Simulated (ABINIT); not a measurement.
# CdS (Hawleyite): equation of state with WC

Crystal: CdS (Hawleyite).

```
CELL_PARAMETERS angstrom
0.00000 2.91650 2.91650
2.91650 0.00000 2.91650
2.91650 2.91650 0.00000
ATOMIC_POSITIONS crystal
Cd 0.00000 0.00000 0.00000
S 0.75000 0.75000 0.75000
```

```yaml
Program: ABINIT 10.8.3 (patched build)
Task: equation of state
Functional: WC
Potentials_or_basis: JTH PAW PBE v2.0
Cutoff: 707 eV
k_mesh: 8 × 8 × 8
Occupations: fermi-dirac, width 0.05 eV
Spin: no spin polarisation
```

```json
{"Equilibrium volume": "24.76 Å³/atom", "Bulk modulus": "62 GPa", "Pressure derivative of the bulk modulus": "4.6"}
```

Energy against volume, from the lowest point:
```
volume (Å³/atom)  energy (meV/atom)
          23.319              18.03
          23.815               7.43
          24.312               1.61
          24.808               0.00
          25.304               2.18
          25.800               7.70
          26.296              16.30
```

It took 2.7 min on 1 thread of Intel(R) Xeon(R) 6975P-C (Granite Rapids), with other jobs on the host, peak memory 0.18 GiB.

Caveat: pressures at fixed basis lie under the slope of the energies; the PAW data sets were made with another functional, which shifts forces and pressure a little.
